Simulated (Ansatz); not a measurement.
Rigid cleavage in ZrS2

These are results of DFT PBEsol, scalar-relativistic, plane waves, PAW (Ansatz 0.2.0), not measurements. The runs took a 420 eV cutoff, a Γ-centred 9×9×3 mesh and Gaussian smearing (0.05 eV). No spin polarisation. Energies are free energies at this smearing, counted from the undisturbed cell; pressure is positive in compression.

Reference structure (relaxed at this level):

```
Zr S
1.0
    -3.62739    0.00000    0.00000
    -1.81369   -3.14141    0.00000
     0.00000    0.00000   11.76158
Zr S
2 4
Cartesian
  0.0000 0.0000 8.8212
  0.0000 0.0000 2.9404
  -1.8137 -1.0471 10.2742
  -1.8137 -1.0471 4.3934
  -3.6274 -2.0943 1.4873
  -3.6274 -2.0943 7.3681
```

The cell holds layers and no dispersion correction was added, so their binding is poorly described.

The cut lies on the cell's a–b face, a (0 0 1) plane (indices in the standard cell, whose axes needn't be the Cartesian ones shown) of area 11.40 Å², between layers 2.97 Å apart. Vector c is lengthened by d along the normal with the atoms' Cartesian places fixed: one unrelaxed cut a cell.

(d (Å), energy (J/m²)): (-0.30, 0.03), (-0.15, 0.01), (0.00, 0.00), (0.25, 0.01), (0.50, 0.02), (0.75, 0.03), (1.00, 0.04), (1.50, 0.05), (2.00, 0.05), (3.00, 0.06), (4.50, 0.06), (6.00, 0.06)